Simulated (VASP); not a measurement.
# Ta (Im-3m) in VASP: a series of runs

One crystal, Ta, is run at these levels: LDA, PBEsol; tasks: single point.

Everything below comes from runs of VASP 6.6.1. Logs are shortened: lines on timing, memory, paths and dates and some standing lists are left out, and cuts for length are marked.

## (1) The structure

The structure is cubic, space group Im-3m (No. 229). Conventional cell: a = 3.303 Å, b = 3.303 Å, c = 3.303 Å, α = 90.00°, β = 90.00°, γ = 90.00°. Ta (site symmetry m-3m) has 8 Ta at 2.86 Å as nearest neighbours.

## (2) Single point, LDA

The input, INCAR:

```
SYSTEM = Ta
PREC = Accurate ; ENCUT = 550
EDIFF = 1E-6 ; ISMEAR = 0
SIGMA = 0.05 ; LREAL = .False.
LASPH = .True. ; NELM = 100
ALGO = Fast ; ISIF = 2
LWAVE = .False. ; LCHARG = .False.
```

The input, KPOINTS:

```
Automatic mesh
0
Gamma
  11 11 11
  0 0 0
```

The input, POSCAR:

```
Ta
1.0
   -1.6512800000      1.6512800000      1.6512800000
    1.6512800000     -1.6512800000      1.6512800000
    1.6512800000      1.6512800000     -1.6512800000
Ta
1
Cartesian
    0.0000000000      0.0000000000      0.0000000000
```

Potentials or basis: VASP PAW LDA potentials, release 64 (Ta_sv_GW).

The run is started by

```
$ cat potpaw_LDA.64/Ta_sv_GW/POTCAR > POTCAR
$ mpirun -np 1 vasp_std > vasp.out
```

OUTCAR:

```text
SYSTEM = Ta
   PREC = Accurate
   ENCUT = 550
   EDIFF = 1E-6
   ISMEAR = 0
   LREAL = .False.
   LASPH = .True.
   NELM = 100
   ISIF = 2

 ion  position               nearest neighbor table
   1  0.000  0.000  0.000-

  LATTYP: Found a body centered cubic cell.
 ALAT       =     3.3025600000

  Lattice vectors:

 A1 = (  -1.6512800000,   1.6512800000,   1.6512800000)
 A2 = (   1.6512800000,  -1.6512800000,   1.6512800000)
 A3 = (   1.6512800000,   1.6512800000,  -1.6512800000)

Analysis of symmetry for initial positions (statically):
=====================================================================
 Subroutine PRICEL returns:
 Original cell was already a primitive cell.

 Routine SETGRP: Setting up the symmetry group for a
 body centered cubic supercell.

 Subroutine GETGRP returns: Found 48 space group operations
 (whereof 48 operations were pure point group operations)
 out of a pool of 48 trial point group operations.

The static configuration has the point symmetry O_h .

Analysis of symmetry for dynamics (positions and initial velocities):
=====================================================================
 Subroutine PRICEL returns:
 Original cell was already a primitive cell.

 Routine SETGRP: Setting up the symmetry group for a
 body centered cubic supercell.

 Subroutine GETGRP returns: Found 48 space group operations
 (whereof 48 operations were pure point group operations)
 out of a pool of 48 trial point group operations.

The dynamic configuration has the point symmetry O_h .

 Subroutine INISYM returns: Found 48 space group operations
 (whereof 48 operations are pure point group operations),
 and found     1 'primitive' translations

----------------------------------------------------------------------------------------

                                     Primitive cell

  volume of cell :      18.0104

  direct lattice vectors                    reciprocal lattice vectors
    -1.651280000  1.651280000  1.651280000     0.000000000  0.302795407  0.302795407
     1.651280000 -1.651280000  1.651280000     0.302795407  0.000000000  0.302795407
     1.651280000  1.651280000 -1.651280000     0.302795407  0.302795407  0.000000000

  length of vectors
     2.860100858  2.860100858  2.860100858     0.428217371  0.428217371  0.428217371

  position of ions in fractional coordinates (direct lattice)
     0.000000000  0.000000000  0.000000000

[... 107 lines left out ...]
   ISIF   =      2    stress and relaxation
   ISYM   =      2    0-nonsym 1-usesym 2-fastsym
   POTIM  = 0.5000    time-step for ionic-motion
   TEBEG  =    0.0;   TEEND  =   0.0 temperature during run
   PSTRESS=    0.0 pullay stress
   NELECT =      13.0000    total number of electrons
   NUPDOWN=      -1.0000    fix difference up-down
   EMIN   =  10.00;   EMAX   =-10.00  energy-range for DOS
   EFERMI =   0.00;   METHOD = LEGACY
   ISMEAR =     0;   SIGMA  =   0.05  broadening in eV -4-tet -1-fermi 0-gaus
   EFERMI_NEDOS =   21; number of points for ismear=-14 and -15
   IALGO  =     68    algorithm
   IMIX   =      4    mixing-type and parameters
     AMIX     =   0.40;   BMIX     =  1.00
     AMIX_MAG =   1.60;   BMIX_MAG =  1.00
  volume/ion in A,a.u.               =      18.01       121.54
  Fermi-wavevector in a.u.,A,eV,Ry     =   1.468527  2.775113 29.341932  2.156571
  Thomas-Fermi vector in A             =   2.584014
   LORBIT       =      0    0 simple, 1 ext, 2 COOP (PROOUT), +10 PAW based schemes
   GGA     = CA    functional components
   LHFCALC =     F    Hartree Fock is set to
   AEXX    =    0.0000 exact exchange contribution
   IVDW    =     0    specifies the selected vdW correction
   LEPSILON=     F    determine dielectric tensor
   LRPA    =     F    only Hartree local field effects (RPA)
 non-spin polarized calculation
 RMM-DIIS sequential band-by-band and
 Gauss-broadening in eV      SIGMA  =   0.05
  energy-cutoff  :      550.00
  volume of cell :       18.01
 maximum number of plane-waves:       543
 NGX is ok and might be reduce to    24
   NGX = 11   NGY = 11   NGZ = 11

 number of electron      12.9999998 magnetization

 Free energy of the ion-electron system (eV)
  ---------------------------------------------------
  ext. energy  EPLUGINS =         0.00000000
  ---------------------------------------------------
  free energy    TOTEN  =       -15.30480711 eV

  energy without entropy =      -15.30461487  energy(sigma->0) =      -15.30471099

 E-fermi :  10.1938     XC(G=0): -13.2670

 val. band max:       10.1373373198   @ k =  -0.4545  -0.4545   0.0909
 cond. band min:      10.2927003903   @ k =  -0.1818   0.2727   0.0909
 fundamental gap:      0.1553630705
 Fermi energy:        10.1937996157

 k-point     1 :       0.0000    0.0000    0.0000
  band No.  band energies     occupation
      1     -56.5930      2.00000
      2     -22.7022      2.00000
      3     -22.7022      2.00000
      4     -22.7022      2.00000
      5       2.3739      2.00000
      6      10.8747      0.00000
      7      10.8747      0.00000
      8      10.8747      0.00000
      9      14.1297      0.00000
     10      14.1297      0.00000
[... 495 lines left out ...]
 k-point    40 :       0.2727    0.2727    0.1818
  band No.  band energies     occupation
      1     -56.4663      2.00000
      2     -23.3860      2.00000
      3     -23.3860      2.00000
      4     -23.1358      2.00000
      5       8.5180      2.00000
      6       9.1931      2.00000
      7       9.1931      2.00000
      8      15.1499      0.00000
      9      15.1499      0.00000
     10      17.4765      0.00000

 [... further k-points ...]

------------------------ aborting loop because EDIFF is reached ----------------------------------------

  FORCE on cell =-STRESS in cart. coord.  units (eV):
  Direction    XX          YY          ZZ          XY          YZ          ZX
  --------------------------------------------------------------------------------------
  -------------------------------------------------------------------------------------
  Total       -1.0706710     -1.0706710     -1.0706710     -0.0000000     -0.0000000      0.0000000
  in kB      -95.2454989    -95.2454989    -95.2454989     -0.0000000     -0.0000000      0.0000000
  external PRESSURE =     -95.2454989 kB  Pullay stress =       0.0000000 kB

 VOLUME and BASIS-vectors are now :
 -----------------------------------------------------------------------------
  energy-cutoff  :      550.00
  volume of cell :       18.01
      direct lattice vectors                 reciprocal lattice vectors
    -1.651280000  1.651280000  1.651280000     0.000000000  0.302795407  0.302795407
     1.651280000 -1.651280000  1.651280000     0.302795407  0.000000000  0.302795407
     1.651280000  1.651280000 -1.651280000     0.302795407  0.302795407  0.000000000

 POSITION                                       TOTAL-FORCE (eV/Angst)
 -----------------------------------------------------------------------------------
      0.00000      0.00000      0.00000        -0.000000     -0.000000     -0.000000
 -----------------------------------------------------------------------------------
    total drift:                                0.000000     -0.000000     -0.000000

  FREE ENERGIE OF THE ION-ELECTRON SYSTEM (eV)
  ---------------------------------------------------
  free  energy   TOTEN  =       -15.3048071103 eV

  energy  without entropy=      -15.3046148690  energy(sigma->0) =      -15.30471099
```

OSZICAR:

```text
N       E                     dE             d eps       ncg     rms          rms(c)
DAV:   1     0.763521312377E+02    0.76352E+02   -0.81361E+03  1120   0.131E+03
DAV:   2    -0.135261267268E+02   -0.89878E+02   -0.87524E+02  1280   0.314E+02
DAV:   3    -0.161044035215E+02   -0.25783E+01   -0.25334E+01  1388   0.525E+01
DAV:   4    -0.161358946462E+02   -0.31491E-01   -0.31354E-01  1240   0.595E+00
DAV:   5    -0.161363142145E+02   -0.41957E-03   -0.41956E-03  1450   0.550E-01    0.821E+01
RMM:   6    -0.154579219540E+02    0.67839E+00   -0.74614E-01  1147   0.739E+00    0.536E+01
RMM:   7    -0.153676839108E+02    0.90238E-01   -0.16761E+00  1413   0.972E+00    0.269E+00
RMM:   8    -0.153043401419E+02    0.63344E-01   -0.27967E-01  1146   0.561E+00    0.254E+00
RMM:   9    -0.153046389405E+02   -0.29880E-03   -0.14549E-02  1413   0.126E+00    0.509E+00
RMM:  10    -0.153048659344E+02   -0.22699E-03   -0.19972E-03  1447   0.348E-01    0.764E+00
RMM:  11    -0.153049350728E+02   -0.69138E-04   -0.28576E-04  1565   0.146E-01    0.709E+00
RMM:  12    -0.153048277120E+02    0.10736E-03   -0.19720E-04  1326   0.183E-01    0.237E+00
RMM:  13    -0.153048389605E+02   -0.11249E-04   -0.22592E-05  1433   0.650E-02    0.102E+00
RMM:  14    -0.153048185655E+02    0.20395E-04   -0.22503E-05  1321   0.475E-02    0.208E-01
RMM:  15    -0.153048067670E+02    0.11799E-04   -0.41245E-05  1423   0.525E-02    0.322E-01
RMM:  16    -0.153048071103E+02   -0.34329E-06   -0.41552E-06  1169   0.169E-02
   1 F= -.15304807E+02 E0= -.15304711E+02  d E =-.192241E-03
```

It took 9.5 s on 1 thread of AMD EPYC 9R45 (Zen 5), shared host; peak memory 0.1 GiB.

Results:

```yaml
Free_energy: -15.3048 eV
Pressure: -9.5 GPa
Band_gap_on_the_k_mesh: none (metal or under the smearing width)
```

Levels at points of the mesh, in eV from the Fermi level:
| k point | band 4 | band 5 | band 6 | band 7 | band 8 | band 9 |
| --- | --- | --- | --- | --- | --- | --- |
| (0.00, 0.00, 0.00) | -32.90 | -7.82 | 0.68 | 0.68 | 0.68 | 3.94 |

Spin-orbit coupling is left out, which matters for the levels of Ta.

## (3) Single point, LDA

The input, run.py:

```python
from ase.calculators.vasp import Vasp
from ase.dft.bandgap import bandgap
from ase.io import read

atoms = read('Ta.xyz')
calc = Vasp(
    directory='calc',
    xc='lda',
    pp='LDA',
    setups='gw',
    prec='Accurate',
    encut=550,
    ediff=1e-07,
    ismear=0,
    sigma=0.05,
    lreal=False,
    lasph=True,
    nelm=60,
    algo='Normal',
    isif=2,
    lwave=False,
    lcharg=True,
    lelf=True,
    lvhar=True,
    kpts=[11, 11, 11],
    gamma=True,
    nbands=12,
)
atoms.calc = calc

print('energy (eV):', atoms.get_potential_energy())
print('free energy (eV):', atoms.get_potential_energy(force_consistent=True))
print('forces (eV/A):')
print(atoms.get_forces())
print('stress (eV/A^3, Voigt):', atoms.get_stress())
print('Fermi level (eV):', calc.get_fermi_level())
gap, top, bottom = bandgap(calc)
print('band gap (eV):', gap, 'from (spin, k, band)', top, 'to', bottom)
```

The input, Ta.xyz:

```xyz
1
Lattice="-1.6512800000 1.6512800000 1.6512800000 1.6512800000 -1.6512800000 1.6512800000 1.6512800000 1.6512800000 -1.6512800000" Properties=species:S:1:pos:R:3 pbc="T T T"
Ta     0.0000000000      0.0000000000      0.0000000000
```

Potentials or basis: VASP PAW LDA potentials, release 64 (Ta_sv_GW).

The run is started by

```
$ python run.py
```

It took 11 s on 1 thread of AMD EPYC 9R45 (Zen 5), shared host; peak memory 0.11 GiB.

The run converged. Its results:

```yaml
Free_energy: -15.3048 eV
Pressure: -9.4 GPa
Band_gap_on_the_k_mesh: none (metal or under the smearing width)
```

Levels at points of the mesh, in eV from the Fermi level:
```tsv
k point	band 4	band 5	band 6	band 7	band 8	band 9
(0.00, 0.00, 0.00)	-32.90	-7.82	0.68	0.68	0.68	3.94
```

The run has no spin-orbit coupling, so splittings on Ta are missing.

(Continued in part 2 of 2.)
